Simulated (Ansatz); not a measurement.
# Al (Fm-3m) in Ansatz: notebook

The runs below take Al through single point, equation of state, with PBE.

Program: Ansatz 0.2.0. These are calculated values, not measurements. Logs are shortened: lines on timing, memory, paths and dates and some standing lists are left out, and cuts for length are marked.

**Measured values to compare with.**

“The interpretation of polycrystalline coherent inelastic neutron scattering from aluminium”, 2013, pmc:3831299 quotes, for a bulk crystal of Al: bulk modulus 76.9 GPa.

How close the calculation comes is told below.

**1. The crystal as given**

It takes space group Fm-3m (No. 225, cubic). Conventional cell: a = 4.050 Å, b = 4.050 Å, c = 4.050 Å, α = 90.00°, β = 90.00°, γ = 90.00°. Al (site symmetry m-3m) has 12 Al at 2.86 Å as nearest neighbours.

**2. Single point, PBE, 15.61 Å³/atom (volume scaled by 0.94)**

Contents of input.yaml:

```yaml
crystal:
  lattice:
    - [0.0, 1.9834708509, 1.9834708509]
    - [1.9834708509, 0.0, 1.9834708509]
    - [1.9834708509, 1.9834708509, 0.0]
  atoms:
    - { symbol: Al, position: [0.0, 0.0, 0.0] }
hamiltonian:
  xc: pbe
  pseudopotentials: { kind: paw }
kpoints:
  mp_grid: { grid: [11, 11, 11] }
scf:
  occupations: { method: fermi_dirac, width: 0.05 }
output:
  forces: true
  stress: true
  eigenvalues: true
```

Potentials or basis: Ansatz PAW.

Launch:

```bash
$ ansatz run input.yaml --threads 2 --pin off --max-ram 5632MiB --backend cpu --events-out ev --progress --plain --runs-dir out
```

Standard output:

```text
Warning: RAYON_NUM_THREADS=2 ignored (pool sized by the plan → 2); use --threads N
Engine: ansatz 0.2.0, x86_64-unknown-linux-gnu
Pseudopotentials: kind: paw
Pseudopotential: Al, paw, valence charge 3, recommended cutoff 420 eV (normal), Al.paw.azcp
Functional definition: PBE
  parameter kappa = 0.804
  parameter beta = 0.06672455060314922
  exchange = pbe_x(kappa = kappa, mu = beta*pi^2/3)
  correlation = pbe_c(beta = beta)
Crystal: 1 atoms, lattice volume = 15.607 Å³
Basis set: ecut = 420 eV, 307 PW (Γ), exchange–correlation on 40×40×40 points (8 copies of the dense FFT grid, shifted against one another)
Bands: 6, of which v1, the nominal top of the filled ones, is band 2 counted from 1 (1 counted from 0)
Symmetry: 48 space group operations
Space group: Fm-3m (ITA 225), of the structure as read, at distance tolerance 2.5e-5 Å
k-points: 56 of 1331
Non-local potential: Al, projectors of the file, l = 0: 2, l = 1: 2, l = 2: 1
PAW form: soft (Blöchl's): semilocal exchange-correlation on the pseudo side does not see the compensation charge
PAW one-centre angular grid: Al, 110 points (default); XC on 64 Gauss nodes
Initial density: superposition of atomic densities (neutral atoms: chi_scale 0, normalization atom), corrected by the library's trained network
Initial wavefunctions: pseudopotential atomic-orbital guess
Functional: x = pbe(κ = 0.804, μ = 0.2195149727645171), c = pbe(β = 0.06672455060314922)
SCF iter   1: F=—  HF=-537.498773 eV  |F-HF|=—  |Δ(HF+E_count)|=         —  Δρ=6.71e-4  dr2=3.88e-5  ethr=1.77e-3  ⟨swp⟩=4.9  Hψ=2933  notcnv=0
preconditioner: auto → none  [metal: Δε(μ)=0.075 eV  Ē_g=13.703 eV  σ=0.050 eV  W_gap=0.36  n_scr=0 (ndim 8)  ℏωp=16.3 eV  f_vac=0.000  D(μ)=0.51/eV (n_scr^D=0)]
SCF iter   2: F=—  HF=-537.498787 eV  |F-HF|=—  |Δ(HF+E_count)|=   1.38e-5  Δρ=3.35e-4  dr2=9.09e-6  ethr=1.29e-6  ⟨swp⟩=1.7  Hψ=825  notcnv=0
iter 3 did not close the SCF: its close was put off for the readings that it lacked (scf_convergence_deferred on its scf_iter line)
SCF iter   3: F=-537.498793 eV  HF=-537.498793 eV  |F-HF|=1.27e-8  |Δ(HF+E_count)|=   6.48e-6  Δρ=1.29e-5  dr2=9.94e-9  ethr=3.03e-7  ⟨swp⟩=1.8  Hψ=368  notcnv=0
iter 4 did not close the SCF: its close was put off for the readings that it lacked (scf_convergence_deferred on its scf_iter line)
SCF iter   4: F=-537.498793 eV  HF=-537.498793 eV  |F-HF|=5.92e-10  |Δ(HF+E_count)|=   1.15e-8  Δρ=3.35e-6  dr2=8.24e-10  ethr=3.31e-10  ⟨swp⟩=1.4  Hψ=340  notcnv=0
iter 5 did not close the SCF: its close was put off for the readings that it lacked (scf_convergence_deferred on its scf_iter line)
SCF iter   5: F=-537.498793 eV  HF=-537.498793 eV  |F-HF|=1.14e-13  |Δ(HF+E_count)|=  6.21e-10  Δρ=6.52e-8  dr2=3.67e-13  ethr=2.75e-11  ⟨swp⟩=1.3  Hψ=334  notcnv=0
SCF iter   6: F=-537.498793 eV  HF=-537.498793 eV  |F-HF|=3.41e-13  |Δ(HF+E_count)|=  9.09e-13  Δρ=1.01e-8  dr2=1.44e-14  ethr=1.00e-12  ⟨swp⟩=2.0  Hψ=1096  notcnv=0
SCF 1 converged in 6 iterations: F = -537.498793 eV  dr2 = 1.44e-14
SCF converged after 6 iterations
Free energy (F): -537.498793 eV
Harris-Foulkes:  -537.498793 eV  (|F-HF|=3.41e-13)
Internal energy: -537.494895 eV  (E = F + TS)
E sigma→0 (E₀):  -537.496844 eV
Entropy (-TS):   -0.003898 eV (-3.898 meV/atom)
Fermi energy:    8.532320 eV
--- Per-component energies (eV) ---
  E_band       = 11.866529
  E_kinetic    = 23.621733
  E_local      = 10.750778  (includes V_loc(G=0)·N_el)
  E_nonlocal   = 10.453825
  E_hartree    = 0.115039
  E_xc         = -40.105529
  E_vxc        = -29.442535  (∫ρ·V_xc dr)
  E_paw        = -467.438853  (= ΣΔE_a)
  E_vpaw       = -3.747350  (= ΣTr[D̂ρ^β])
  E_aug_tail   = -0.000002  (compensation charges beyond the density's cutoff)
  E_ewald      = -74.891887
  E_smearing   = -0.003898  (= −TS)
  E_closure    = 0.000000  (closes the sum)
  Σ components = -537.498793   (vs F -537.498793, Δ=0.00e0)
--- Forces (eV/Å), atoms counted from 1 ---
  atom   1  Al    -0.00000000    -0.00000000     0.00000000
  max |Σ_I F_I| component: 3.29e-32 eV/Å
--- Stress (GPa, compression-positive) ---
        5.050281      -0.000000       0.000000
        0.000000       5.050281       0.000000
        0.000000      -0.000000       5.050281
  P = ⅓ Tr σ = 5.0503 GPa (50.503 kbar)
--- Band table (eV; the first three rows and the last of 56) ---
  k-point 0: bands = ["-2.9809", "21.3646", "21.3646", "21.3646", "23.3984", "23.3984"]
  k-point 1: bands = ["-2.7480", "18.5015", "20.8300", "20.8300", "23.9098", "24.2908"]
  k-point 2: bands = ["-2.0519", "14.7585", "20.1402", "20.1402", "23.6141", "25.0163"]
  k-point 55: bands = ["7.0593", "7.3191", "8.8462", "10.9210", "22.9095", "25.9623"]
```

Wall time 0.44 s (2 threads of Intel Xeon Platinum 8259CL at 2.50GHz (Skylake/Cascade Lake), shared host); peak memory 0.31 GiB.

Results:

| Property | Result |
| --- | --- |
| Free energy | -537.4988 eV |
| Pressure | 5.1 GPa |
| Band gap on the k mesh | none (metal or under the smearing width) |

**3. Single point, PBE, 15.94 Å³/atom (volume scaled by 0.96)**

input.yaml, as its differences from that of step 2:

```diff
@@ -2,5 +2,5 @@
   lattice:
-    - [0.0, 1.9834708509, 1.9834708509]
-    - [1.9834708509, 0.0, 1.9834708509]
-    - [1.9834708509, 1.9834708509, 0.0]
+    - [0.0, 1.9974394157, 1.9974394157]
+    - [1.9974394157, 0.0, 1.9974394157]
+    - [1.9974394157, 1.9974394157, 0.0]
   atoms:
```

Potentials or basis: Ansatz PAW.

Launch:

```bash
$ ansatz run input.yaml --threads 2 --pin off --max-ram 5632MiB --backend cpu --events-out ev --progress --plain --runs-dir out
```

Wall time 0.44 s (2 threads of Intel Xeon Platinum 8259CL at 2.50GHz (Skylake/Cascade Lake), shared host); peak memory 0.3 GiB.

It converged, with:

- Free energy: -537.5071 eV
- Pressure: 3.0 GPa
- Band gap on the k mesh: none (metal or under the smearing width)

**4. Single point, PBE, 16.27 Å³/atom (volume scaled by 0.98)**

input.yaml, as its differences from that of step 3:

```diff
@@ -2,5 +2,5 @@
   lattice:
-    - [0.0, 1.9974394157, 1.9974394157]
-    - [1.9974394157, 0.0, 1.9974394157]
-    - [1.9974394157, 1.9974394157, 0.0]
+    - [0.0, 2.0112152952, 2.0112152952]
+    - [2.0112152952, 0.0, 2.0112152952]
+    - [2.0112152952, 2.0112152952, 0.0]
   atoms:
```

Launch:

```bash
$ ansatz run input.yaml --threads 2 --pin off --max-ram 5632MiB --backend cpu --events-out ev --progress --plain --runs-dir out
```

Run time: 0.46 s. Hardware: 2 threads of Intel Xeon Platinum 8259CL at 2.50GHz (Skylake/Cascade Lake), shared host; peak memory 0.31 GiB.

Results (log left out):

| Property | Result |
| --- | --- |
| Free energy | -537.5115 eV |
| Pressure | 1.2 GPa |
| Band gap on the k mesh | none (metal or under the smearing width) |

**5. Single point, PBE, 16.60 Å³/atom**

input.yaml, as its differences from that of step 4:

```diff
@@ -2,5 +2,5 @@
   lattice:
-    - [0.0, 2.0112152952, 2.0112152952]
-    - [2.0112152952, 0.0, 2.0112152952]
-    - [2.0112152952, 2.0112152952, 0.0]
+    - [0.0, 2.024805, 2.024805]
+    - [2.024805, 0.0, 2.024805]
+    - [2.024805, 2.024805, 0.0]
   atoms:
```

Launch:

```bash
$ ansatz run input.yaml --threads 2 --pin off --max-ram 5632MiB --backend cpu --events-out ev --progress --plain --runs-dir out
```

Run time: 0.46 s. Hardware: 2 threads of Intel Xeon Platinum 8259CL at 2.50GHz (Skylake/Cascade Lake), shared host; peak memory 0.31 GiB.

The run converged. Its results:

* Free energy: -537.5123 eV
* Pressure: -0.4 GPa
* Band gap on the k mesh: none (metal or under the smearing width)

**6. Single point, PBE, 16.93 Å³/atom (volume scaled by 1.02)**

input.yaml, as its differences from that of step 5:

```diff
@@ -2,5 +2,5 @@
   lattice:
-    - [0.0, 2.024805, 2.024805]
-    - [2.024805, 0.0, 2.024805]
-    - [2.024805, 2.024805, 0.0]
+    - [0.0, 2.0382146954, 2.0382146954]
+    - [2.0382146954, 0.0, 2.0382146954]
+    - [2.0382146954, 2.0382146954, 0.0]
   atoms:
@@ -18 +18,5 @@
   eigenvalues: true
+  write_density: true
+  write_potential: true
+  elf: true
+  volumetric_format: npy
```

Potentials or basis: Ansatz PAW.

Launch:

```bash
$ ansatz run input.yaml --threads 2 --pin off --max-ram 5632MiB --backend cpu --events-out ev --progress --plain --runs-dir out
```

Run time: 0.61 s. Hardware: 2 threads of Intel Xeon Platinum 8259CL at 2.50GHz (Skylake/Cascade Lake), shared host; peak memory 0.32 GiB.

Results (log left out):

| Property | Result |
| --- | --- |
| Free energy | -537.5098 eV |
| Pressure | -1.9 GPa |
| Band gap on the k mesh | none (metal or under the smearing width) |

**7. Single point, PBE, 17.27 Å³/atom (volume scaled by 1.04)**

input.yaml, as its differences from that of step 6:

```diff
@@ -2,5 +2,5 @@
   lattice:
-    - [0.0, 2.0382146954, 2.0382146954]
-    - [2.0382146954, 0.0, 2.0382146954]
-    - [2.0382146954, 2.0382146954, 0.0]
+    - [0.0, 2.0514502267, 2.0514502267]
+    - [2.0514502267, 0.0, 2.0514502267]
+    - [2.0514502267, 2.0514502267, 0.0]
   atoms:
```

Launch:

```bash
$ ansatz run input.yaml --threads 2 --pin off --max-ram 5632MiB --backend cpu --events-out ev --progress --plain --runs-dir out
```

Wall time 0.61 s (2 threads of Intel Xeon Platinum 8259CL at 2.50GHz (Skylake/Cascade Lake), shared host); peak memory 0.32 GiB.

Results (log left out):

* Free energy: -537.5046 eV
* Pressure: -3.2 GPa
* Band gap on the k mesh: none (metal or under the smearing width)

**8. Single point, PBE, 17.60 Å³/atom (volume scaled by 1.06)**

input.yaml, as its differences from that of step 7:

```diff
@@ -2,5 +2,5 @@
   lattice:
-    - [0.0, 2.0514502267, 2.0514502267]
-    - [2.0514502267, 0.0, 2.0514502267]
-    - [2.0514502267, 2.0514502267, 0.0]
+    - [0.0, 2.0645171409, 2.0645171409]
+    - [2.0645171409, 0.0, 2.0645171409]
+    - [2.0645171409, 2.0645171409, 0.0]
   atoms:
```

Launch:

```bash
$ ansatz run input.yaml --threads 2 --pin off --max-ram 5632MiB --backend cpu --events-out ev --progress --plain --runs-dir out
```

Wall time 0.6 s (2 threads of Intel Xeon Platinum 8259CL at 2.50GHz (Skylake/Cascade Lake), shared host); peak memory 0.29 GiB.

Results (log left out):

```
Free energy            : -537.4967 eV
Pressure               : -4.4 GPa
Band gap on the k mesh : none (metal or under the smearing width)
```

**9. Equation of state, PBE**

Potentials or basis: Ansatz PAW.

No new run: the results of the series are fitted here.

Results:

```
Equilibrium volume                      : 16.51 Å³/atom
Bulk modulus                            : 79 GPa
Pressure derivative of the bulk modulus : 4.5
```

Energy against volume, from the lowest point:
```csv
volume (Å³/atom),energy (meV/atom)
15.607,13.49
15.939,5.15
16.271,0.79
16.603,0.00
16.935,2.43
17.267,7.72
17.599,15.58
```

**10. Against experiment**

Step 9. Measured bulk modulus of Al: 76.9 GPa (quoted in “The interpretation of polycrystalline coherent inelastic neutron scattering from aluminium”, 2013, pmc:3831299). This calculation gives 79 GPa (+2.8 %). The fit is for a static lattice scaled at fixed shape and fixed fractional positions. The cell as given is a measured one (16.60 Å³/atom); PBE puts the equilibrium volume -0.5 % from it, thermal expansion not counted.
